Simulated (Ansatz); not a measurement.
The cell is the one relaxed in the Materials Project (mp-102), not relaxed further here; entries there can be hypothetical.

Co: DFT, PBE, PAW with Ansatz's default frozen-core files, scalar-relativistic (Ansatz 0.2.0).

Command: `ansatz run input.yaml --threads 1 --pin off --max-ram 3072MiB --backend cpu --events-out ev --progress --plain --runs-dir out` The run took 11 s on 1 thread of Arm Neoverse V2, on a shared host.

```yaml
crystal:
  lattice:
    - [0.0, 1.7566572351, 1.7566572351]
    - [1.7566572351, 0.0, 1.7566572351]
    - [1.7566572351, 1.7566572351, 0.0]
  atoms:
    - { symbol: Co, position: [0.0, 0.0, 0.0], spin: 2.0 }
magnetization:
  spin_polarized: true
kpoints:
  mp_grid: { grid: [18, 18, 18] }
  band_path:
    path:
      - [0.0, 0.0, 0.0]
      - [0.5, 0.0, 0.5]
      - [0.625, 0.25, 0.625]
      - [0.375, 0.375, 0.75]
      - [0.0, 0.0, 0.0]
      - [0.5, 0.5, 0.5]
      - [0.5, 0.25, 0.75]
      - [0.5, 0.0, 0.5]
    npoints: 14
scf:
  occupations: { method: fermi_dirac, width: 0.05 }
hamiltonian:
  xc: pbe
  pseudopotentials: { kind: paw }
output:
  forces: true
  stress: true
  eigenvalues: true
  efg: { contact_densities: true }
  populations: true
  bader: true
  dos: { projected: true, de: 0.2, e_range: [-14, 8] }
  write_density: true
  write_potential: true
  elf: true
  volumetric_format: npy
```

Output:

```
Engine: ansatz 0.2.0
Pseudopotentials: kind: paw
Pseudopotential: Co, paw, valence charge 17, recommended cutoff 420 eV (normal)
Functional definition: PBE
  parameter kappa = 0.804
  parameter beta = 0.06672455060314922
  exchange = pbe_x(kappa = kappa, mu = beta*pi^2/3)
  correlation = pbe_c(beta = beta)
Crystal: 1 atoms, lattice volume = 10.842 Å³
Basis set: ecut = 420 eV, 181 PW (Γ), exchange–correlation on 36×36×36 points (8 copies of the dense FFT grid, shifted against one another)
Bands: 14, of which v1, the nominal top of the filled ones, is band 9 counted from 1 (8 counted from 0)
Symmetry: 48 space group operations
Space group: Fm-3m (ITA 225), of the structure as read, at distance tolerance 2.2e-5 Å
Magnetic group: BNS 225.116 (UNI 1618), of the structure as read, at distance tolerance 2.2e-5 Å
k-points: 195 of 5832
Non-local potential: Co, projectors of the file, l = 0: 3, l = 1: 2, l = 2: 3, l = 3: 1
PAW form: soft (Blöchl's): semilocal exchange-correlation on the pseudo side does not see the compensation charge
PAW one-centre angular grid: Co, 590 points (default); XC on 64 Gauss nodes
Initial density: superposition of atomic densities (chi_scale 0.1, normalization cell)
Starting moments: Σ|m| = 2 μB on 1 of 1 site
Initial wavefunctions: pseudopotential atomic-orbital guess
Functional: x = pbe(κ = 0.804, μ = 0.2195149727645171), c = pbe(β = 0.06672455060314922)
SCF iter   1: F=—  HF=-5125.887339 eV  |F-HF|=—  |Δ(HF+E_count)|=         —  Δρ=8.91e-2 (↑6.29e-2 ↓8.91e-2)  dr2=1.41e0  dr2_m=3.35e-2  M=1.757 μB ∫|m|=1.825 μB  β_m=0.30  ethr=3.10e-3  ⟨swp⟩=5.5  Hψ=27178  notcnv=0
Mixer restart at iter 1: flushing history
preconditioner: auto → none  [metal: Δε(μ)=0.007 eV  Ē_g=15.215 eV  σ=0.050 eV  W_gap=0.03  n_scr=0 (ndim 8)  ℏωp=33.8 eV  f_vac=0.000  D(μ)=1.30/eV (n_scr^D=14)]
SCF iter   2: F=—  HF=-5125.357551 eV  |F-HF|=—  |Δ(HF+E_count)|=   5.30e-1  Δρ=4.43e-2 (↑4.43e-2 ↓1.30e-2)  dr2=1.19e-1  dr2_m=4.31e-2  M=1.776 μB ∫|m|=1.864 μB  β_m=0.27  ethr=3.10e-3  ⟨swp⟩=2.9  Hψ=13673  notcnv=0  defer=204
SCF iter   3: F=—  HF=-5125.608008 eV  |F-HF|=—  |Δ(HF+E_count)|=   2.50e-1  Δρ=1.99e-2 (↑1.99e-2 ↓1.10e-2)  dr2=1.06e-2  dr2_m=1.93e-2  M=1.749 μB ∫|m|=1.845 μB  β_m=0.54  ethr=6.99e-4  ⟨swp⟩=2.5  Hψ=10435  notcnv=0  defer=196
SCF iter   4: F=—  HF=-5126.061709 eV  |F-HF|=—  |Δ(HF+E_count)|=   4.54e-1  Δρ=1.45e-2 (↑8.06e-3 ↓1.45e-2)  dr2=2.87e-2  dr2_m=3.39e-3  M=1.670 μB ∫|m|=1.798 μB  β_m=0.77  ethr=6.23e-5  ⟨swp⟩=2.2  Hψ=11118  notcnv=0  defer=194
SCF iter   5: F=—  HF=-5126.131129 eV  |F-HF|=—  |Δ(HF+E_count)|=   6.94e-2  Δρ=6.86e-3 (↑6.86e-3 ↓6.50e-3)  dr2=1.13e-2  dr2_m=1.58e-4  M=1.640 μB ∫|m|=1.781 μB  β_m=0.80  ethr=6.23e-5  ⟨swp⟩=2.5  Hψ=11440  notcnv=0  defer=195
SCF iter   6: F=—  HF=-5126.141149 eV  |F-HF|=—  |Δ(HF+E_count)|=   1.00e-2  Δρ=3.27e-3 (↑3.27e-3 ↓1.16e-3)  dr2=2.85e-4  dr2_m=4.76e-4  M=1.630 μB ∫|m|=1.778 μB  β_m=0.90  ethr=6.23e-5  ⟨swp⟩=2.3  Hψ=10109  notcnv=0  defer=207
SCF iter   7: F=—  HF=-5126.141119 eV  |F-HF|=—  |Δ(HF+E_count)|=   2.96e-5  Δρ=6.06e-4 (↑6.06e-4 ↓1.50e-4)  dr2=1.29e-5  dr2_m=1.39e-5  M=1.630 μB ∫|m|=1.779 μB  β_m=0.95  ethr=1.68e-6  ⟨swp⟩=1.9  Hψ=7115  notcnv=0  defer=207
SCF iter   8: F=—  HF=-5126.141116 eV  |F-HF|=—  |Δ(HF+E_count)|=   3.64e-6  Δρ=4.96e-5 (↑3.76e-5 ↓4.96e-5)  dr2=5.15e-7  dr2_m=8.51e-9  M=1.630 μB ∫|m|=1.779 μB  β_m=0.97  ethr=7.56e-8  ⟨swp⟩=2.1  Hψ=7581  notcnv=0  defer=207
SCF iter   9: F=—  HF=-5126.141116 eV  |F-HF|=—  |Δ(HF+E_count)|=   2.61e-8  Δρ=9.29e-6 (↑9.29e-6 ↓7.42e-6)  dr2=8.19e-10  dr2_m=5.81e-9  M=1.630 μB ∫|m|=1.779 μB  β_m=0.99  ethr=3.03e-9  ⟨swp⟩=1.9  Hψ=6710  notcnv=0  defer=207
SCF iter  10: F=-5126.141116 eV  HF=-5126.141116 eV  |F-HF|=2.62e-9  |Δ(HF+E_count)|=   1.56e-9  Δρ=5.08e-6 (↑2.64e-6 ↓5.08e-6)  dr2=3.70e-9  dr2_m=1.80e-10  M=1.630 μB ∫|m|=1.779 μB  ethr=4.82e-12  ⟨swp⟩=5.9  Hψ=27349  notcnv=0
SCF 1 converged in 10 iterations: F = -5126.141116 eV  dr2 = 3.70e-9
  greatest PAW one-centre occupation: 1.001 electrons in one spin orbital (limit 2), on the Co atom at site 0 (counted from 0), in its partial waves of l = 1
NSCF: frozen V_eff on 99 k-points
SCF converged after 10 iterations
Magnetization: 1.6303 μB (9.3152 up, 7.6848 down)
Absolute magnetization: 1.7796 μB (∫|ρ↑−ρ↓|, with the PAW one-centre terms)
Spin contamination: 0.0260 ħ² per cell (⟨S²⟩ above its minimum at these occupations)
Per-site moments (μB) at R_I (Å): [(1.6987908420664986, 1.0247690006066876)]
Free energy (F): -5126.141116 eV
Harris-Foulkes:  -5126.141116 eV  (|F-HF|=2.62e-9)
Internal energy: -5126.131766 eV  (E = F + TS)
E sigma→0 (E₀):  -5126.136441 eV
Entropy (-TS):   -0.009350 eV (-9.350 meV/atom)
Fermi energy:    18.826870 eV
--- Per-component energies (eV) ---
  E_band       = -243.691457
  E_kinetic    = 453.634864
  E_local      = -2830.956694  (includes V_loc(G=0)·N_el)
  E_nonlocal   = 454.114628
  E_hartree    = 1186.602506
  E_xc         = -159.028574
  E_vxc        = -205.217870  (∫ρ·V_xc dr)
  E_paw        = -1515.129330  (= ΣΔE_a)
  E_vpaw       = -488.467267  (= ΣTr[D̂ρ^β])
  E_aug_tail   = 0.000098  (compensation charges beyond the density's cutoff)
  E_ewald      = -2715.369264
  E_smearing   = -0.009350  (= −TS)
  E_closure    = -0.000000  (closes the sum)
  Σ components = -5126.141116   (vs F -5126.141116, Δ=0.00e0)
--- Forces (eV/Å), atoms counted from 1 ---
  atom   1  Co    -0.00000000     0.00000000     0.00000000
  max |Σ_I F_I| component: 1.15e-31 eV/Å
--- Stress (GPa, compression-positive) ---
        1.093545       0.000000       0.000000
        0.000000       1.093545      -0.000000
       -0.000000       0.000000       1.093545
  P = ⅓ Tr σ = 1.0935 GPa (10.935 kbar)
--- PAW observables at the nuclei: V_zz in 10²¹ V/m², potentials from the cell's mean, atoms counted from 1 ---
  atom   1  Co V_zz =    -0.000000   η = 0.0000   by run symmetry: forbidden
            electrostatic potential = -3392.960664 V   contact ρ = 114696.158620 e/Å³   contact ρ_s (e/Å³): all electrons -3.223744, valence +1.204417
--- Band table (eV; the first three rows and the last of 390) ---
  k-point 0 ↑: bands = ["-77.3638", "-40.4317", "-40.4317", "-40.4317", "9.6717", "16.0794", "16.0794", "16.0794", "17.1424", "17.1424", "41.6109", "45.8706", "45.8706", "45.8706"]
  k-point 1 ↑: bands = ["-77.3622", "-40.4416", "-40.4331", "-40.4331", "9.7949", "16.0442", "16.1098", "16.1098", "17.1293", "17.1293", "41.3462", "44.3827", "45.6378", "45.6378"]
  k-point 2 ↑: bands = ["-77.3575", "-40.4699", "-40.4370", "-40.4370", "10.1582", "15.9496", "16.1872", "16.1872", "17.1037", "17.1037", "39.9117", "43.0020", "45.1564", "45.1564"]
  k-point 194 ↓: bands = ["-75.2170", "-38.6462", "-38.6112", "-38.5306", "15.6565", "16.3703", "16.9459", "19.0109", "20.1534", "26.3983", "28.0384", "29.5255", "30.8739", "47.2118"]
--- Löwdin populations: 1 site ---
  site symbol       q [e]    m [muB]
     0     Co     16.7745     1.6931
  spilling = 0.013267 (of n_electrons = 17.000000)
--- Bader charges: 1 site ---
  site symbol  charge [e]  shift [e]    m [muB]
     0     Co      0.0000     0.0000     1.6303
  estimated error of the sums over rays = 5.0e-7 e
```

populations.tsv:

```
# site	symbol	l	j	q_up	q_dn
# orbitals = lowdin
# n_electrons = 17.000000
# spilling = 0.013267
0	Co	0_3S	-	0.993586	0.993851
0	Co	0_4S	-	0.462090	0.494207
0	Co	1_3P	-	2.998794	2.998657
0	Co	2_3D	-	4.779317	3.053961
```

bader_charges.tsv:

```
# site	symbol	x_ang	y_ang	z_ang	partial_charge_e	electrons	volume_ang3	relative_density_drop	shared_charge_e	partial_wave_shift_e	spin_moment_mub
# quadrature_error_electrons = 5.0e-7
0	Co	0.0000	0.0000	0.0000	0.00000	27.00000	10.84	-	0.00000	0.00000	1.63032
```
